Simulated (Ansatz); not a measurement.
Runs of Ansatz 0.2.0 on KTaO3. The structure is cubic, space group Pm-3m (No. 221). Conventional cell: a = 3.988 Å, b = 3.988 Å, c = 3.988 Å, α = 90.00°, β = 90.00°, γ = 90.00°. Ta (site symmetry m-3m) has 6 O at 1.99 Å as nearest neighbours. K (site symmetry m-3m) has 12 O at 2.82 Å as nearest neighbours. Around O (site symmetry 4/mmm) lie 2 Ta at 1.99 Å. 

| task | level | spin | U | cell | points for each segment of the path | hubbard projectors | double counting | gap on the mesh (eV) | pressure (GPa) | relaxed volume (Å³/atom) |
| --- | --- | --- | --- | --- | --- | --- | --- | --- | --- | --- |
| band structure | r2SCAN | off | - | as given | 14 | - | - | 2.69 | 0.3 | - |
| relaxation of cell and atoms | r2SCAN+U | off | Ta d U = 4 eV | relaxed | - | ortho-atomic (the default) | fll (the default) | 3.24 | 0.0 | 12.78 |
| relaxation of cell and atoms | r2SCAN+U | off | Ta d U = 8 eV | relaxed | - | ortho-atomic (the default) | fll (the default) | 3.96 | 0.0 | 12.89 |
| relaxation of cell and atoms | r2SCAN+U | off | Ta d U = 2 eV | relaxed | - | ortho-atomic (the default) | fll (the default) | 2.94 | 0.0 | 12.74 |
| relaxation of cell and atoms | r2SCAN+U | off | Ta d U = 5 eV | relaxed | - | ortho-atomic (the default) | fll (the default) | 3.40 | 0.0 | 12.81 |
| relaxation of cell and atoms | r2SCAN+U | off | Ta d U = 1 eV | relaxed | - | ortho-atomic (the default) | fll (the default) | 2.81 | 0.0 | (b) |
| relaxation of cell and atoms | r2SCAN+U | off | Ta d U = 6 eV | relaxed | - | ortho-atomic (the default) | fll (the default) | 3.58 | 0.0 | 12.83 |
| band structure | r2SCAN | SOC, no magnetisation | - | as given | 14 | - | - | 2.55 | 0.1 | - |
| relaxation of cell and atoms | r2SCAN+U | off | Ta d U = 3 eV | relaxed | - | ortho-atomic (the default) | fll (the default) | 3.09 | 0.0 | 12.76 |
| relaxation of cell and atoms | r2SCAN | off | - | relaxed | - | - | - | 2.69 | 0.0 | (a) |

Alike in all rows: potentials or basis Ansatz PAW; k mesh 7 × 7 × 7; cutoff (eV) 500; smearing fermi-dirac 0.05 eV.

Q: Estimate the missing entries.

A: (a) 12.71; (b) 12.72.

Caveats: the PAW data sets come from PBE, with cores solved anew for the run's functional, which leaves a small shift of forces and pressure; spin-orbit coupling is left out, which moves the levels of the heavy elements (some runs); odd divisions of the mesh miss points on the zone boundary, where band edges often lie, so the gap on the mesh can be too wide (some runs); the plane-wave basis is chosen anew once the cell has moved, so the energies of steps on either side of that aren't comparable (some runs); the k mesh misses the band edges, so the gap on the mesh is wider than the one along the path (some runs).

A k mesh can miss the band edges, and rows without SOC leave out spin-orbit coupling on Ta.
